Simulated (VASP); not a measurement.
# WS2 in VASP: a series of runs

The runs below take WS2 through work function, with LDA, PBE.

Program: VASP 6.6.1. These are calculated values, not measurements. Logs are shortened: lines on timing, memory, paths and dates and some standing lists are left out, and cuts for length are marked.

**1. The structure**

The cell holds a sheet with vacuum, 3 atoms: a = 3.153 Å, b = 3.153 Å, c = 21.140 Å, α = 90.00°, β = 90.00°, γ = 120.00°.

The cell was built by a generator and needn't be a form met in nature.

**2. Work function, LDA**

INCAR reads:

```
ALGO = Normal
EDIFF = 1E-6
ENCUT = 520
GGA = CA
ISIF = 2
ISMEAR = -1
LASPH = True
LCHARG = True
LELF = True
LREAL = False
LVACPOTAV = True
LVHAR = True
LWAVE = False
NELM = 80
PREC = Accurate
SIGMA = 0.05
```

KPOINTS reads:

```
k-points
0
Gamma
  10 10 1
```

POSCAR reads:

```
WS2
1.0
    3.1530000000      0.0000000000      0.0000000000
   -1.5765000000      2.7305780981      0.0000000000
    0.0000000000      0.0000000000     21.1400000000
S W
2 1
Direct
    0.6666666667      0.3333333333      0.4257332072
    0.6666666667      0.3333333333      0.5742667928
    0.3333333333      0.6666666667      0.5000000000
```

Potentials or basis: VASP PAW LDA potentials, release 64 (S, W_sv).

On the command line:

```sh
cat potpaw_LDA.64/S/POTCAR potpaw_LDA.64/W_sv/POTCAR > POTCAR
mpirun -np 1 vasp_std > vasp.out
```

OUTCAR:

```text
EDIFF = 1E-6
   ENCUT = 520
   GGA = CA
   ISIF = 2
   ISMEAR = -1
   LASPH = True
   LREAL = False
   NELM = 80
   PREC = Accurate

 ion  position               nearest neighbor table
   1  0.667  0.333  0.426-   3 2.40   3 2.40   3 2.40
   2  0.667  0.333  0.574-   3 2.40   3 2.40   3 2.40
   3  0.333  0.667  0.500-   1 2.40   2 2.40   1 2.40   2 2.40   1 2.40   2 2.40

  LATTYP: Found a hexagonal cell.
 ALAT       =     3.1530000000
 C/A-ratio  =     6.7047256581

  Lattice vectors:

 A1 = (   3.1530000000,   0.0000000000,   0.0000000000)
 A2 = (  -1.5765000000,   2.7305780981,   0.0000000000)
 A3 = (   0.0000000000,   0.0000000000,  21.1400000000)

Analysis of symmetry for initial positions (statically):
=====================================================================
 Subroutine PRICEL returns:
 Original cell was already a primitive cell.

 Routine SETGRP: Setting up the symmetry group for a
 hexagonal supercell.

 Subroutine GETGRP returns: Found 12 space group operations
 (whereof 12 operations were pure point group operations)
 out of a pool of 24 trial point group operations.

The static configuration has the point symmetry D_3h.

Analysis of symmetry for dynamics (positions and initial velocities):
=====================================================================
 Subroutine PRICEL returns:
 Original cell was already a primitive cell.

 Routine SETGRP: Setting up the symmetry group for a
 hexagonal supercell.

 Subroutine GETGRP returns: Found 12 space group operations
 (whereof 12 operations were pure point group operations)
 out of a pool of 24 trial point group operations.

The dynamic configuration has the point symmetry D_3h.

 Subroutine INISYM returns: Found 12 space group operations
 (whereof 12 operations are pure point group operations),
 and found     1 'primitive' translations

----------------------------------------------------------------------------------------

                                     Primitive cell

  volume of cell :     182.0051

  direct lattice vectors                    reciprocal lattice vectors
     3.153000000  0.000000000  0.000000000     0.317158262  0.183111408  0.000000000
    -1.576500000  2.730578098  0.000000000     0.000000000  0.366222816  0.000000000
     0.000000000  0.000000000 21.140000000     0.000000000  0.000000000  0.047303690

  length of vectors
     3.153000000  3.153000000 21.140000000     0.366222816  0.366222816  0.047303690
[... 72 lines left out ...]
   EDIFF  = 0.1E-05   stopping-criterion for ELM
   LREAL  =      F    real-space projection
   EDIFFG = 0.1E-04   stopping-criterion for IOM
   NSW    =      0    number of steps for IOM
   IBRION =     -1    ionic relax: 0-MD 1-quasi-New 2-CG
   NFREE  =      0    steps in history (QN), initial steepest desc. (CG)
   ISIF   =      2    stress and relaxation
   ISYM   =      2    0-nonsym 1-usesym 2-fastsym
   POTIM  = 0.5000    time-step for ionic-motion
   TEBEG  =    0.0;   TEEND  =   0.0 temperature during run
   PSTRESS=    0.0 pullay stress
   NELECT =      26.0000    total number of electrons
   NUPDOWN=      -1.0000    fix difference up-down
   EMIN   =  10.00;   EMAX   =-10.00  energy-range for DOS
   EFERMI =   0.00;   METHOD = LEGACY
   ISMEAR =    -1;   SIGMA  =   0.05  broadening in eV -4-tet -1-fermi 0-gaus
   EFERMI_NEDOS =   21; number of points for ismear=-14 and -15
   IALGO  =     38    algorithm
   IMIX   =      4    mixing-type and parameters
     AMIX     =   0.40;   BMIX     =  1.00
     AMIX_MAG =   1.60;   BMIX_MAG =  1.00
  volume/ion in A,a.u.               =      60.67       409.41
  Fermi-wavevector in a.u.,A,eV,Ry     =   0.855798  1.617224  9.964781  0.732391
  Thomas-Fermi vector in A             =   1.972603
   LORBIT       =      0    0 simple, 1 ext, 2 COOP (PROOUT), +10 PAW based schemes
   GGA     = CA    functional components
   LHFCALC =     F    Hartree Fock is set to
   AEXX    =    0.0000 exact exchange contribution
   IVDW    =     0    specifies the selected vdW correction
   LEPSILON=     F    determine dielectric tensor
   LRPA    =     F    only Hartree local field effects (RPA)
 non-spin polarized calculation
  energy-cutoff  :      520.00
  volume of cell :      182.01
 maximum number of plane-waves:      4924
 NGX is ok and might be reduce to    24
   NGX = 11   NGY = 11   NGZ = 79

 number of electron      25.9999996 magnetization

 Free energy of the ion-electron system (eV)
  ---------------------------------------------------
  ext. energy  EPLUGINS =         0.00000000
  ---------------------------------------------------
  free energy    TOTEN  =       -26.14041225 eV

  energy without entropy =      -26.14041225  energy(sigma->0) =      -26.14041225

 E-fermi :  -1.2723     XC(G=0):  -3.7648

 val. band max:       -2.3787739842   @ k =   0.0000   0.0000   0.0000
 cond. band min:      -0.1630102751   @ k =   0.2000   0.1000   0.0000
 fundamental gap:      2.2157637091
 Fermi energy:        -1.2723365098

 k-point     1 :       0.0000    0.0000    0.0000
  band No.  band energies     occupation
      1     -75.7558      2.00000
      2     -40.2878      2.00000
      3     -40.0937      2.00000
      4     -40.0937      2.00000
      5     -17.0033      2.00000
      6     -15.3332      2.00000
[... 257 lines left out ...]
      4     -40.2106      2.00000
      5     -14.4779      2.00000
      6     -14.3956      2.00000
[... 9 lines left out ...]
     16       1.7041      0.00000
     17       3.3133      0.00000

------------------------ aborting loop because EDIFF is reached ----------------------------------------

  FORCE on cell =-STRESS in cart. coord.  units (eV):
  Direction    XX          YY          ZZ          XY          YZ          ZX
  --------------------------------------------------------------------------------------
  -------------------------------------------------------------------------------------
  Total       -1.2042370     -1.2042370     -1.1312263     -0.0000000     -0.0000000      0.0000000
  in kB      -10.6008084    -10.6008084     -9.9581010     -0.0000000     -0.0000000      0.0000000
  external PRESSURE =     -10.3865726 kB  Pullay stress =       0.0000000 kB

 VOLUME and BASIS-vectors are now :
 -----------------------------------------------------------------------------
  energy-cutoff  :      520.00
  volume of cell :      182.01
      direct lattice vectors                 reciprocal lattice vectors
     3.153000000  0.000000000  0.000000000     0.317158262  0.183111408  0.000000000
    -1.576500000  2.730578098  0.000000000     0.000000000  0.366222816  0.000000000
     0.000000000  0.000000000 21.140000000     0.000000000  0.000000000  0.047303690

 POSITION                                       TOTAL-FORCE (eV/Angst)
 -----------------------------------------------------------------------------------
      1.57650      0.91019      9.00000         0.000000      0.000000      0.351288
      1.57650      0.91019     12.14000         0.000000     -0.000000     -0.351288
     -0.00000      1.82039     10.57000        -0.000000      0.000000      0.000000
 -----------------------------------------------------------------------------------
    total drift:                               -0.000000      0.000000     -0.000000

  FREE ENERGIE OF THE ION-ELECTRON SYSTEM (eV)
  ---------------------------------------------------
  free  energy   TOTEN  =       -26.1404122486 eV

  energy  without entropy=      -26.1404122485  energy(sigma->0) =      -26.14041225
```

OSZICAR:

```text
N       E                     dE             d eps       ncg     rms          rms(c)
DAV:   1     0.188784148921E+03    0.18878E+03   -0.13830E+04   588   0.123E+03
DAV:   2    -0.112457164584E+02   -0.20003E+03   -0.19753E+03   631   0.267E+02
DAV:   3    -0.272278996664E+02   -0.15982E+02   -0.15939E+02   651   0.778E+01
[... 14 lines left out ...]
DAV:  18    -0.261404063740E+02   -0.13995E-04   -0.59321E-07   444   0.315E-03    0.106E-03
DAV:  19    -0.261404095301E+02   -0.31561E-05   -0.19931E-07   392   0.162E-03    0.630E-04
DAV:  20    -0.261404106105E+02   -0.10804E-05   -0.40464E-08   293   0.775E-04    0.530E-04
DAV:  21    -0.261404116553E+02   -0.10448E-05   -0.36844E-08   292   0.863E-04    0.537E-04
DAV:  22    -0.261404122486E+02   -0.59331E-06   -0.14531E-08   257   0.503E-04
   1 F= -.26140412E+02 E0= -.26140412E+02  d E =-.140670E-09
```

stdout:

```text
POSCAR found type information on POSCAR S W
 POSCAR found :  2 types and       3 ions
 scaLAPACK will be used
 LDA part: xc-table for (Slater(with rela. corr.)+CA(PZ))
 , standard interpolation
 POSCAR, INCAR and KPOINTS ok, starting setup
 FFT: planning ... GRIDC
 FFT: planning ... GRID_SOFT
 FFT: planning ... GRID
 WAVECAR not read
 entering main loop
```

It took 74 s on 1 thread of Intel Xeon Platinum 8559C (Emerald Rapids), shared host; peak memory 0.24 GiB.

Results:

```
Free energy            : -26.1404 eV
Largest force          : 0.351 eV/Å
Band gap on the k mesh : 2.22 eV, indirect (least direct gap 2.27 eV)
```

Forces on the atoms (eV/Å):
```
S    0.000  0.000  0.351
S    0.000  0.000 -0.351
W    0.000  0.000  0.000
```

Caveat: spin-orbit coupling is left out, which moves the levels of the heavy elements. As with any semilocal functional, this LDA gap is likely too small.

**3. Work function, PBE**

INCAR: that of step 2 with these lines changed.

```diff
@@ -3,3 +3,3 @@
 ENCUT = 520
-GGA = CA
+GGA = PE
 ISIF = 2
```

KPOINTS is that of step 2.

POSCAR is that of step 2.

Potentials or basis: VASP PAW PBE potentials, release 64 (S, W_sv).

On the command line:

```sh
cat potpaw_PBE.64/S/POTCAR potpaw_PBE.64/W_sv/POTCAR > POTCAR
mpirun -np 1 vasp_std > vasp.out
```

OUTCAR:

```text
EDIFF = 1E-6
   ENCUT = 520
   GGA = PE
   ISIF = 2
   ISMEAR = -1
   LASPH = True
   LREAL = False
   NELM = 80
   PREC = Accurate

 ion  position               nearest neighbor table
   1  0.667  0.333  0.426-   3 2.40   3 2.40   3 2.40
   2  0.667  0.333  0.574-   3 2.40   3 2.40   3 2.40
   3  0.333  0.667  0.500-   1 2.40   2 2.40   1 2.40   2 2.40   1 2.40   2 2.40

  LATTYP: Found a hexagonal cell.
 ALAT       =     3.1530000000
 C/A-ratio  =     6.7047256581

  Lattice vectors:

 A1 = (   3.1530000000,   0.0000000000,   0.0000000000)
 A2 = (  -1.5765000000,   2.7305780981,   0.0000000000)
 A3 = (   0.0000000000,   0.0000000000,  21.1400000000)

Analysis of symmetry for initial positions (statically):
=====================================================================
 Subroutine PRICEL returns:
 Original cell was already a primitive cell.

 Routine SETGRP: Setting up the symmetry group for a
 hexagonal supercell.

 Subroutine GETGRP returns: Found 12 space group operations
[... 154 lines left out ...]

  energy without entropy =      -23.65892653  energy(sigma->0) =      -23.65892653

 E-fermi :  -1.0188     XC(G=0):  -3.6985

 val. band max:       -2.1346506479   @ k =   0.0000   0.0000   0.0000
 cond. band min:       0.0999374063   @ k =   0.2000   0.1000   0.0000
 fundamental gap:      2.2345880542
 Fermi energy:        -1.0187812566

 k-point     1 :       0.0000    0.0000    0.0000
  band No.  band energies     occupation
      1     -75.9888      2.00000
      2     -40.2489      2.00000
      3     -40.0699      2.00000
      4     -40.0699      2.00000
      5     -16.8734      2.00000
      6     -15.2183      2.00000
[... 257 lines left out ...]
      4     -40.1733      2.00000
      5     -14.3770      2.00000
      6     -14.2823      2.00000
[... 9 lines left out ...]
     16       1.9628      0.00000
     17       3.5968      0.00000

------------------------ aborting loop because EDIFF is reached ----------------------------------------

  FORCE on cell =-STRESS in cart. coord.  units (eV):
  Direction    XX          YY          ZZ          XY          YZ          ZX
  --------------------------------------------------------------------------------------
  -------------------------------------------------------------------------------------
  Total        1.3700045      1.3700045      0.8285426      0.0000000      0.0000000      0.0000000
  in kB       12.0600480     12.0600480      7.2935987      0.0000000      0.0000000      0.0000000
  external PRESSURE =      10.4712316 kB  Pullay stress =       0.0000000 kB

 VOLUME and BASIS-vectors are now :
 -----------------------------------------------------------------------------
  energy-cutoff  :      520.00
  volume of cell :      182.01
      direct lattice vectors                 reciprocal lattice vectors
     3.153000000  0.000000000  0.000000000     0.317158262  0.183111408  0.000000000
    -1.576500000  2.730578098  0.000000000     0.000000000  0.366222816  0.000000000
     0.000000000  0.000000000 21.140000000     0.000000000  0.000000000  0.047303690

 POSITION                                       TOTAL-FORCE (eV/Angst)
 -----------------------------------------------------------------------------------
      1.57650      0.91019      9.00000        -0.000000      0.000000     -0.272969
      1.57650      0.91019     12.14000        -0.000000     -0.000000      0.272969
     -0.00000      1.82039     10.57000         0.000000     -0.000000      0.000000
 -----------------------------------------------------------------------------------
    total drift:                               -0.000000      0.000000     -0.000000

  FREE ENERGIE OF THE ION-ELECTRON SYSTEM (eV)
  ---------------------------------------------------
  free  energy   TOTEN  =       -23.6589265304 eV

  energy  without entropy=      -23.6589265303  energy(sigma->0) =      -23.65892653
```

OSZICAR:

```text
N       E                     dE             d eps       ncg     rms          rms(c)
DAV:   1     0.191262255415E+03    0.19126E+03   -0.13822E+04   588   0.123E+03
DAV:   2    -0.860545979586E+01   -0.19987E+03   -0.19730E+03   629   0.266E+02
DAV:   3    -0.247342124187E+02   -0.16129E+02   -0.16086E+02   652   0.780E+01
[... 13 lines left out ...]
DAV:  17    -0.236589069134E+02   -0.30986E-04   -0.12699E-06   489   0.600E-03    0.376E-03
DAV:  18    -0.236589216153E+02   -0.14702E-04   -0.57639E-07   426   0.307E-03    0.296E-03
DAV:  19    -0.236589243914E+02   -0.27761E-05   -0.14837E-07   367   0.184E-03    0.129E-03
DAV:  20    -0.236589256694E+02   -0.12780E-05   -0.72535E-08   356   0.995E-04    0.110E-03
DAV:  21    -0.236589265304E+02   -0.86100E-06   -0.29105E-08   283   0.737E-04
   1 F= -.23658927E+02 E0= -.23658927E+02  d E =-.117869E-09
```

It took 1.8 min on 1 thread of Intel Xeon Platinum 8559C (Emerald Rapids), shared host; peak memory 0.28 GiB.

What came out:

| Quantity | Value |
| --- | --- |
| Free energy | -23.6589 eV |
| Largest force | 0.273 eV/Å |
| Band gap on the k mesh | 2.23 eV, indirect (least direct gap 2.28 eV) |

Forces in eV/Å, atoms in the order of the input:
```
S    0.000  0.000 -0.273
S    0.000  0.000  0.273
W    0.000  0.000  0.000
```

Caveat: spin-orbit coupling is left out, which moves the levels of the heavy elements.

(Part 1 of 2 ends here.)
